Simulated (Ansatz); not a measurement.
RuO2 (rutile)

```yaml
crystal:
  lattice:
    - [4.46614, 0.00000, 0.00000]
    - [0.00000, 4.46614, 0.00000]
    - [0.00000, 0.00000, 3.09186]
  atoms:
    - { symbol: Ru, position: [0.00000, 0.00000, 0.00000] }
    - { symbol: Ru, position: [0.50000, 0.50000, 0.50000] }
    - { symbol: O, position: [0.30608, 0.30608, 0.00000] }
    - { symbol: O, position: [0.80608, 0.19392, 0.50000] }
    - { symbol: O, position: [0.19392, 0.80608, 0.50000] }
    - { symbol: O, position: [0.69392, 0.69392, 0.00000] }
```

Scan: atom 1 (Ru, nearest neighbour O at 1.933 Å; its periodic images, 3.1 Å or more away, move with it) is displaced along Cartesian [111], direction (0.577, 0.577, 0.577) in Cartesian axes, by s. The other atoms stay.

Computed with PBEsol (plane waves to 420 eV, PAW, scalar-relativistic; Ansatz, a first-principles code). k mesh 9×9×12 (Γ-centred), Fermi-Dirac smearing 0.05 eV. E stands for the smeared free energy. With partly filled bands, energies and forces of such displacements shift with the k mesh and the smearing. RuO2 is run without spin polarisation and with no Hubbard U. RuO2 was relaxed with its symmetry unable to fall. ΔE is measured from the undisplaced structure. The last digit holds for this mesh only.

| s (Å) | ΔE (meV/cell) |
|---|---|
| -0.190 | 474.6 |
| -0.152 | 303.4 |
| -0.114 | 170.6 |
| -0.076 | 75.8 |
| -0.038 | withheld |
| 0.000 | 0.0 |
| 0.038 | withheld |
| 0.076 | 75.8 |
| 0.114 | 170.6 |
| 0.152 | 303.4 |
| 0.190 | 474.6 |

Task: Fit an even polynomial form (powers 2, 4) to the given rows and predict ΔE at s = 0.038.

Result: Least squares on the 9 given rows: ΔE = (13110)·s² + (942.1)·s⁴, in meV/cell with s in Å; root-mean-square residual 0.06 meV/cell. At 0.038 the fit gives 18.9 meV/cell; the calculation gives 19.0 meV/cell, so the interpolation is off by -0.1 (-0.5 %). The quadratic term alone would give 18.9 meV/cell.

(A displaced cell: forces are minus the slopes of the energy, force constants its curvatures, and phonons follow from these.)
